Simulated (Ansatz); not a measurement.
LiF:

```xyz
2
Lattice="2.5595 0.0000 0.0000 0.0000 2.5595 0.0000 0.0000 0.0000 2.5595" Properties=species:S:1:pos:R:3 pbc="T T T"
F     1.2798    1.2798    1.2798
Li    0.0000    0.0000    0.0000
```

Measurements of this composition are mostly on another form, of space group No. 225.

Base run:

* Program: Ansatz 0.2.0
* Functional: RPBE
* Dispersion: D3(BJ)
* Potentials or basis: all-electron LAPW, scalar-relativistic
* Cutoff: 243 eV (chosen from the basis error)
* Basis error allowed: 0.001 eV/atom
* k mesh: 10 × 10 × 10
* Occupations: gaussian, width 0.1 eV
* Spin: no spin polarisation

Its results: band gap on the k mesh 7.70 eV, indirect (least direct gap 8.36 eV); pressure -10.6 GPa.

Problem. The run is repeated on the same cell with these changes: dispersion from D3(BJ) to none. What comes out?

Solution. Band gap on the k mesh 7.70 eV, indirect (least direct gap 8.36 eV); pressure 3.9 GPa.

Dispersion adds attraction, which lowers the pressure at fixed volume and, as a term added to the energy, leaves the levels alone.
